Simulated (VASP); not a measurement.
# BaTiO3 (P4mm) in VASP: notebook

One crystal, BaTiO3, is run at these levels: PBEsol+D3, PBEsol+D3(BJ), PBE; tasks: relaxation of cell and atoms, single point.

All numbers are computed with VASP 6.6.1; they aren't measurements. Logs are shortened: lines on timing, memory, paths and dates and some standing lists are left out, and cuts for length are marked.

### Step 1. The crystal as given

The structure is tetragonal, space group P4mm (No. 99). Conventional cell: a = 4.000 Å, b = 4.000 Å, c = 4.018 Å, α = 90.00°, β = 90.00°, γ = 90.00°. Around Ba (site symmetry 4mm) lie 12 O at 2.79 to 2.88 Å. Around Ti (site symmetry 4mm) lie 6 O at 1.89 to 2.13 Å. O (site symmetry 2mm) is surrounded by 2 Ti at 2.00 Å. Around O (site symmetry 4mm) lie 2 Ti at 1.89 to 2.13 Å.

### Step 2. Relaxation of cell and atoms, PBEsol+D3

INCAR

```
SYSTEM = BaTiO3
  ALGO = Fast
  EDIFF = 1E-6
  EDIFFG = -0.01
  ENCUT = 600
  GGA = PS
  IBRION = 2
  ISIF = 3
  ISMEAR = -1
  IVDW = 11
  LASPH = .TRUE.
  LCHARG = .FALSE.
  LREAL = .FALSE.
  LWAVE = .FALSE.
  NELM = 80
  NSW = 40
  PREC = Accurate
  SIGMA = 0.05
```

KPOINTS

```
k-points
0
G
  7 7 7
  0 0 0
```

POSCAR

```
BaTiO3
1.0
    3.9998000000      0.0000000000      0.0000000000
    0.0000000000      3.9998000000      0.0000000000
    0.0000000000      0.0000000000      4.0180000000
Ba Ti O
1 1 3
Direct
    0.0000000000      0.0000000000      0.0000000000
    0.5000000000      0.5000000000      0.4900000000
    0.0000000000      0.5000000000      0.5170000000
    0.5000000000      0.0000000000      0.5170000000
    0.5000000000      0.5000000000      0.0190000000
```

Potentials or basis: VASP PAW PBE potentials, release 64 (Ba_sv, Ti_sv, O).

Started as:

```
$ cat potpaw_PBE.64/Ba_sv/POTCAR potpaw_PBE.64/Ti_sv/POTCAR potpaw_PBE.64/O/POTCAR > POTCAR
$ mpirun -np 1 vasp_std > vasp.out
```

OUTCAR:

```text
SYSTEM = BaTiO3
   EDIFF = 1E-6
   EDIFFG = -0.01
   ENCUT = 600
   GGA = PS
   IBRION = 2
   ISIF = 3
   ISMEAR = -1
   IVDW = 11
   LASPH = .TRUE.
   LREAL = .FALSE.
   NELM = 80
   NSW = 40
   PREC = Accurate
 IVDW          = 11

 ion  position               nearest neighbor table
   1  0.000  0.000  0.000-   3 2.79   4 2.79   3 2.79   4 2.79   5 2.83   5 2.83   5 2.83   5 2.83
                             4 2.88   3 2.88   4 2.88   3 2.88   2 3.45   2 3.45   2 3.45   2 3.45
   2  0.500  0.500  0.490-   5 1.89   4 2.00   3 2.00   4 2.00   3 2.00   5 2.13   1 3.45   1 3.45
                             1 3.45   1 3.45   1 3.49   1 3.49   1 3.49   1 3.49
   3  0.000  0.500  0.517-   2 2.00   2 2.00   1 2.79   1 2.79   1 2.88   1 2.88
   4  0.500  0.000  0.517-   2 2.00   2 2.00   1 2.79   1 2.79   1 2.88   1 2.88
   5  0.500  0.500  0.019-   2 1.89   2 2.13   1 2.83   1 2.83   1 2.83   1 2.83

  LATTYP: Found a simple tetragonal cell.
 ALAT       =     3.9998000000
 C/A-ratio  =     1.0045502275

  Lattice vectors:

 A1 = (   3.9998000000,   0.0000000000,   0.0000000000)
 A2 = (   0.0000000000,   3.9998000000,   0.0000000000)
 A3 = (   0.0000000000,   0.0000000000,   4.0180000000)

Analysis of symmetry for initial positions (statically):
=====================================================================
 Subroutine PRICEL returns:
 Original cell was already a primitive cell.

 Routine SETGRP: Setting up the symmetry group for a
 simple tetragonal supercell.

 Subroutine GETGRP returns: Found  8 space group operations
 (whereof  8 operations were pure point group operations)
 out of a pool of 16 trial point group operations.

The static configuration has the point symmetry C_4v.

Analysis of symmetry for dynamics (positions and initial velocities):
=====================================================================
 Subroutine PRICEL returns:
 Original cell was already a primitive cell.

 Routine SETGRP: Setting up the symmetry group for a
 simple tetragonal supercell.

 Subroutine GETGRP returns: Found  8 space group operations
 (whereof  8 operations were pure point group operations)
 out of a pool of 16 trial point group operations.

The dynamic configuration has the point symmetry C_4v.

 Subroutine INISYM returns: Found  8 space group operations
 (whereof  8 operations are pure point group operations),
 and found     1 'primitive' translations

----------------------------------------------------------------------------------------

                                     Primitive cell

  volume of cell :      64.2816

  direct lattice vectors                    reciprocal lattice vectors
     3.999800000  0.000000000  0.000000000     0.250012501  0.000000000  0.000000000
     0.000000000  3.999800000  0.000000000     0.000000000  0.250012501  0.000000000
     0.000000000  0.000000000  4.018000000     0.000000000  0.000000000  0.248880040

  length of vectors
     3.999800000  3.999800000  4.018000000     0.250012501  0.250012501  0.248880040

  position of ions in fractional coordinates (direct lattice)
     0.000000000  0.000000000  0.000000000
     0.500000000  0.500000000  0.490000000
     0.000000000  0.500000000  0.517000000
     0.500000000  0.000000000  0.517000000
     0.500000000  0.500000000  0.019000000

  ion indices of the primitive-cell ions
   primitive index   ion index
                 1           1
                 2           2
                 3           3
                 4           4
                 5           5

----------------------------------------------------------------------------------------

 KPOINTS: k-points

Automatic generation of k-mesh.
 Grid dimensions read from file:
 generate k-points for:    7    7    7

 Generating k-lattice:

  Cartesian coordinates                     Fractional coordinates (reciprocal lattice)
     0.035716072  0.000000000  0.000000000     0.142857143  0.000000000  0.000000000
     0.000000000  0.035716072  0.000000000     0.000000000  0.142857143  0.000000000
     0.000000000  0.000000000  0.035554291     0.000000000  0.000000000  0.142857143

  Length of vectors
     0.035716072  0.035716072  0.035554291

  Shift w.r.t. Gamma in fractional coordinates (k-lattice)
     0.000000000  0.000000000  0.000000000

 Subroutine IBZKPT returns following result:
 ===========================================

 Found     40 irreducible k-points:

 Following reciprocal coordinates:
            Coordinates               Weight
  0.000000  0.000000  0.000000      1.000000
  0.142857  0.000000  0.000000      4.000000
  0.285714  0.000000  0.000000      4.000000
  0.428571  0.000000  0.000000      4.000000
  0.142857  0.142857  0.000000      4.000000
  0.285714  0.142857  0.000000      8.000000
[... 16 lines left out ...]
  0.285714  0.000000  0.285714      8.000000
  0.428571  0.000000  0.285714      8.000000
 [... further k-points ...]
   k-points           NKPTS =     40   k-points in BZ     NKDIM =     40   number of bands    NBANDS=     24
   number of dos      NEDOS =    301   number of ions     NIONS =      5
   total plane-waves  NPLWV =  32768
   dimension x,y,z NGX =    32 NGY =   32 NGZ =   32
   dimension x,y,z NGXF=    64 NGYF=   64 NGZF=   64
   ions per type =               1   1   3
   NGX,Y,Z   is equivalent  to a cutoff of  13.30, 13.30, 13.24 a.u.
   NGXF,Y,Z  is equivalent  to a cutoff of  26.60, 26.60, 26.48 a.u.
 SYSTEM =  BaTiO3
   PREC   = accura    normal or accurate (medium, high low for compatibility)
   ISTART =      0    job   : 0-new  1-cont  2-samecut
   ICHARG =      2    charge: 1-file 2-atom 10-const
   ISPIN  =      1    spin polarized calculation?
   LNONCOLLINEAR =      F non collinear calculations
   LSORBIT =      F    spin-orbit coupling
   LASPH  =      T    aspherical Exc in radial PAW
   ENCUT  =  600.0 eV  44.10 Ry    6.64 a.u.   7.99  7.99  8.02*2*pi/ulx,y,z
   NELM   =     80;   NELMIN=  2; NELMDL= -5     # of ELM steps
   EDIFF  = 0.1E-05   stopping-criterion for ELM
   LREAL  =      F    real-space projection
   EDIFFG = -.1E-01   stopping-criterion for IOM
   NSW    =     40    number of steps for IOM
   IBRION =      2    ionic relax: 0-MD 1-quasi-New 2-CG
   NFREE  =      1    steps in history (QN), initial steepest desc. (CG)
   ISIF   =      3    stress and relaxation
   ISYM   =      2    0-nonsym 1-usesym 2-fastsym
   POTIM  = 0.5000    time-step for ionic-motion
   TEBEG  =    0.0;   TEEND  =   0.0 temperature during run
   PSTRESS=    0.0 pullay stress
   NELECT =      40.0000    total number of electrons
   NUPDOWN=      -1.0000    fix difference up-down
   EMIN   =  10.00;   EMAX   =-10.00  energy-range for DOS
   EFERMI =   0.00;   METHOD = LEGACY
   ISMEAR =    -1;   SIGMA  =   0.05  broadening in eV -4-tet -1-fermi 0-gaus
   EFERMI_NEDOS =   21; number of points for ismear=-14 and -15
   IALGO  =     68    algorithm
   IMIX   =      4    mixing-type and parameters
     AMIX     =   0.40;   BMIX     =  1.00
     AMIX_MAG =   1.60;   BMIX_MAG =  1.00
  volume/ion in A,a.u.               =      12.86        86.76
  Fermi-wavevector in a.u.,A,eV,Ry     =   1.397653  2.641181 26.578078  1.953434
  Thomas-Fermi vector in A             =   2.520888
   LORBIT       =      0    0 simple, 1 ext, 2 COOP (PROOUT), +10 PAW based schemes
   GGA     = PS    functional components
   LHFCALC =     F    Hartree Fock is set to
   AEXX    =    0.0000 exact exchange contribution
   IVDW    =    11    specifies the selected vdW correction
   LEPSILON=     F    determine dielectric tensor
   LRPA    =     F    only Hartree local field effects (RPA)
 conjugate gradient relaxation of ions
 non-spin polarized calculation
 RMM-DIIS sequential band-by-band and
  energy-cutoff  :      600.00
  volume of cell :       64.28
 maximum number of plane-waves:      2174
 NGX is ok and might be reduce to    32
   NGX = 15   NGY = 15   NGZ = 17

--------------------------------------- Ionic step        1  -------------------------------------------

 number of electron      39.9999999 magnetization

 Free energy of the ion-electron system (eV)
  ---------------------------------------------------
  ext. energy  EPLUGINS =         0.00000000
  ---------------------------------------------------
  free energy    TOTEN  =       -41.99343493 eV

  energy without entropy =      -41.99343493  energy(sigma->0) =      -41.99343493

------------------------ aborting loop because EDIFF is reached ----------------------------------------

 Edisp (eV)   -0.68915

 E8    (eV) :    -0.4012

  FORCE on cell =-STRESS in cart. coord.  units (eV):
  Direction    XX          YY          ZZ          XY          YZ          ZX
  --------------------------------------------------------------------------------------
  -------------------------------------------------------------------------------------
  Total      -1.70802    -1.70802    -1.33060     0.00000     0.00000     0.00000
  in kB     -42.57120   -42.57120   -33.16430     0.00000     0.00000     0.00000
  external pressure =      -39.44 kB  Pullay stress =        0.00 kB
[... 106 lines left out ...]
  FREE ENERGIE OF THE ION-ELECTRON SYSTEM (eV)
  ---------------------------------------------------
  free  energy   TOTEN  =       -42.7031026447 eV

  energy  without entropy=      -42.7031026441  energy(sigma->0) =      -42.70310264

[... ionic steps 4 to 12 ...]

--------------------------------------- Ionic step       13  -------------------------------------------

 number of electron      39.9999986 magnetization

------------------------ aborting loop because EDIFF is reached ----------------------------------------

 Edisp (eV)   -0.70235

 E8    (eV) :    -0.4099
[... 75 lines left out ...]
  energy  without entropy=      -42.7058728991  energy(sigma->0) =      -42.70587290

--------------------------------------- Ionic step       15  -------------------------------------------

 number of electron      39.9999986 magnetization

 Free energy of the ion-electron system (eV)
  ---------------------------------------------------
  ext. energy  EPLUGINS =         0.00000000
  ---------------------------------------------------
  free energy    TOTEN  =       -42.00338280 eV

  energy without entropy =      -42.00338280  energy(sigma->0) =      -42.00338280

 E-fermi :   4.7828     XC(G=0): -11.5930

 val. band max:        3.7835185569   @ k =   0.4286   0.4286   0.4286
 cond. band min:       5.6726716848   @ k =   0.0000   0.0000   0.0000
 fundamental gap:      1.8891531280
 Fermi energy:         4.7827853688

 k-point     1 :       0.0000    0.0000    0.0000
  band No.  band energies     occupation
      1     -52.3437      2.00000
      2     -28.7389      2.00000
      3     -28.6804      2.00000
      4     -28.6804      2.00000
      5     -20.9326      2.00000
      6     -13.0358      2.00000
[... 637 lines left out ...]
     23       7.6184      0.00000
     24       8.8313      0.00000

 [... further k-points ...]

------------------------ aborting loop because EDIFF is reached ----------------------------------------

 Edisp (eV)   -0.70250

 E8    (eV) :    -0.4100

  FORCE on cell =-STRESS in cart. coord.  units (eV):
  Direction    XX          YY          ZZ          XY          YZ          ZX
  --------------------------------------------------------------------------------------
  -------------------------------------------------------------------------------------
  Total       0.00648     0.00648     0.00390     0.00000     0.00000     0.00000
  in kB       0.16445     0.16445     0.09890     0.00000     0.00000     0.00000
  external pressure =        0.14 kB  Pullay stress =        0.00 kB
[... 20 lines left out ...]
  FREE ENERGIE OF THE ION-ELECTRON SYSTEM (eV)
  ---------------------------------------------------
  free  energy   TOTEN  =       -42.7058865964 eV

  energy  without entropy=      -42.7058865959  energy(sigma->0) =      -42.70588660

 reached required accuracy - stopping structural energy minimisation
```

Run time: 6.5 min. Hardware: 1 thread of AMD EPYC 9R45 (Zen 5), shared host; peak memory 0.23 GiB.

What came out:

| Property | Result |
| --- | --- |
| Free energy | -42.7059 eV |
| Relaxed volume | 12.62 Å³/atom |
| Relaxed cell | a = 3.958 Å, b = 3.958 Å, c = 4.029 Å, α = 90.00°, β = 90.00°, γ = 90.00° |
| Space group after relaxing (to 0.05 Å) | P4mm (No. 99) |
| Energy gained by relaxing | 4.7 meV/atom |
| Ionic steps | 15 |
| Pressure after relaxing | 0.0 GPa |
| Largest force after relaxing | 0.005 eV/Å |
| Band gap on the k mesh | 1.89 eV, indirect (least direct gap 2.14 eV) |
| Dispersion energy per atom | -0.141 eV |

Forces on the atoms (eV/Å):
```
Ba   0.000  0.000  0.001
Ti   0.000  0.000 -0.005
O    0.000  0.000  0.001
O    0.000  0.000  0.001
O    0.000  0.000  0.003
```

The path:
```csv
step,energy change (eV),largest force (eV/Å),pressure (GPa),volume (Å³)
1,0.0000,0.3281,-3.94,64.28
2,0.0013,0.1977,4.80,61.38
3,-0.0205,0.0950,0.17,62.83
4,-0.0220,0.0609,0.11,62.88
5,-0.0226,0.0651,0.07,62.94
6,-0.0226,0.0707,0.06,62.94
7,-0.0229,0.0361,0.02,63.00
8,-0.0230,0.0221,-0.01,63.03
9,-0.0230,0.0249,-0.02,63.04
10,-0.0232,0.0266,0.00,63.06
11,-0.0232,0.0279,0.02,63.07
12,-0.0233,0.0124,-0.02,63.10
13,-0.0233,0.0106,-0.04,63.12
14,-0.0233,0.0163,0.08,63.09
15,-0.0233,0.0051,0.01,63.10
```

Final structure:
```
CELL_PARAMETERS angstrom
3.95769 0.00000 0.00000
0.00000 3.95769 0.00000
0.00000 0.00000 4.02882
ATOMIC_POSITIONS crystal
Ba 0.00000 0.00000 0.00030
Ti 0.50000 0.50000 0.48524
O 0.00000 0.50000 0.51600
O 0.50000 0.00000 0.51600
O 0.50000 0.50000 0.02546
```

Levels at points of the mesh, in eV from the valence-band top:
```
           k point  band 18  band 19  band 20  band 21  band 22  band 23
(0.00, 0.00, 0.00)    -0.32    -0.25    -0.25     1.89     2.21     2.21
```

Caveat: the PAW data sets were made with another functional, which shifts forces and pressure a little; spin-orbit coupling is left out, which moves the levels of the heavy elements; an odd mesh through Γ misses points on the zone boundary, where band edges often lie. PBEsol gaps usually lie below the measured ones, often by a third to a half.

(Part 1 of 2 ends here.)
